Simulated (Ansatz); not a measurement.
A single-point run of Ansatz (plane waves, PAW) on a 2-atom cell of AlAs started from a crystallographic database, with the lines that name the functional removed. The cell was relaxed beforehand with r2SCAN.

```
CELL_PARAMETERS angstrom
0.00000 2.83893 2.83893
2.83893 0.00000 2.83893
2.83893 2.83893 0.00000
ATOMIC_POSITIONS crystal
Al 0.00000 0.00000 0.00000
As 0.25000 0.25000 0.25000
```

```
Pseudopotential: Al, paw, valence charge 3, recommended cutoff 420 eV
Pseudopotential: As, paw, valence charge 15, recommended cutoff 420 eV
Crystal: 2 atoms, lattice volume = 45.761 Å³
Basis set: ecut = 420 eV, 893 PW (Γ)
Bands: 13, of which v1, the nominal top of the filled ones, is band 9 counted from 1 (8 counted from 0)
Symmetry: 24 space group operations
Space group: F-43m (ITA 216)
k-points: 16 of 216 (time reversal used)
preconditioner: auto → none  [insulator: Δε(μ)=1.998 eV  ℏωp=15.5 eV]
hybrid outer 1: dexx = +5.501e-4 eV, tail = 2.15e-6 eV
hybrid outer 2: dexx = +3.566e-8 eV, tail = 1.97e-8 eV, Δε = 5.40e-4 eV
hybrid SCF converged: 2 outer / 8 inner (+2 warm-up)
Free energy (F): -5395.379560 eV
Fermi energy:    5.946083 eV
--- Per-component energies (eV) ---
  E_band       = -290.152920
  E_kinetic    = 126.317073
  E_local      = -2121.002561
  E_nonlocal   = -660.276916
  E_hartree    = 1134.184642
  E_xc         = -107.346810
  E_vxc        = -97.828204
  E_exx        = -30.962685
  E_paw        = -2283.972851
  E_vpaw       = 256.191961
  E_ewald      = -1451.962742
  E_core_change = -0.356717
--- Stress (GPa, compression-positive) ---
        1.103248       0.000000       0.000000
        0.000000       1.103248       0.000000
        0.000000       0.000000       1.103248
  P = ⅓ Tr σ = 1.1032 GPa (11.032 kbar)
--- Band table (eV; the first three rows and the last of 16) ---
  k-point 0: bands = […, -29.8823, -29.8823, -6.4257, 5.9461, 5.9461, 5.9461, 8.5631, 10.8848, 10.8848, 10.8848]
  k-point 1: bands = […, -29.8823, -29.8823, -6.1470, 3.7887, 5.6761, 5.6761, 9.3597, 11.3338, 11.3338, 11.7865]
  k-point 2: bands = […, -29.8822, -29.8822, -5.4409, 1.2713, 5.2587, 5.2587, 8.8941, 11.4729, 11.4729, 14.1416]
  k-point 15: bands = […, -29.8825, -29.8817, -4.3502, 0.5281, 2.9056, 3.1711, 9.7158, 10.6879, 13.7908, 14.5001]
```

The file bands.tsv (bands near the Fermi energy, numbered from 0, rounded):
```tsv
# k_distance	band_4	band_5	band_6	band_7	band_8	band_9	band_10	band_11	band_12
# fermi_ev = 5.946083
# [0, 0, 0] at k_distance = 0.000000
# [-0.5, -0.5, 0] at k_distance = 1.106613
# [-0.375, -0.375, 0.25] at k_distance = 1.497860
# [-0.375, 0, 0.375] at k_distance = 2.175520
# [0, 0, 0.5] at k_distance = 2.853179
# [-0.5, -0.25, 0.25] at k_distance = 3.635673
# levels_relative_to = fermi_ev
0.000	-35.828	-12.372	0.000	0.000	0.000	2.617	4.939	4.939	4.939
1.107	-35.828	-10.321	-5.665	-2.255	-2.255	2.000	2.872	11.124	11.124
1.498	-35.828	-10.353	-5.398	-3.536	-1.868	2.819	5.622	8.925	9.074
2.176	-35.828	-10.353	-5.398	-3.536	-1.868	2.819	5.622	8.925	9.074
2.853	-35.828	-10.895	-5.806	-0.856	-0.856	2.715	5.338	5.338	8.430
3.636	-35.828	-10.288	-5.308	-3.294	-2.916	4.942	6.333	6.407	6.717
```
In order the rows are Γ, X, U, K, L, W.

Problem. Which level of theory was used?
A. Hartree-Fock
B. r2SCAN0
C. r2SCAN
D. DDH-PBE0

Solution. D. DDH-PBE0. The exchange loop and the term E_exx show exact exchange. With DDH-PBE0 the valence top lies at Γ and the conduction bottom at X, 2.00 eV higher; the smallest vertical gap, at Γ, is 2.62 eV. Among hybrids the size of the gap and of E_exx follows the share and range of exact exchange. The stress of a hybrid is loosely converged here. Within one family of functionals the choice rests on the size of the gap and stress, not on a line of the log.

Command: `ansatz run input.yaml --threads 2 --pin off --max-ram 2211MiB --backend cpu --events-out ev --progress --plain --runs-dir out`.

The values are computed, spin-unpolarised, and not measurements.

Spin-orbit coupling is left out.

The meshes of the hybrids are coarse, so their gaps aren't converged to the digits shown.
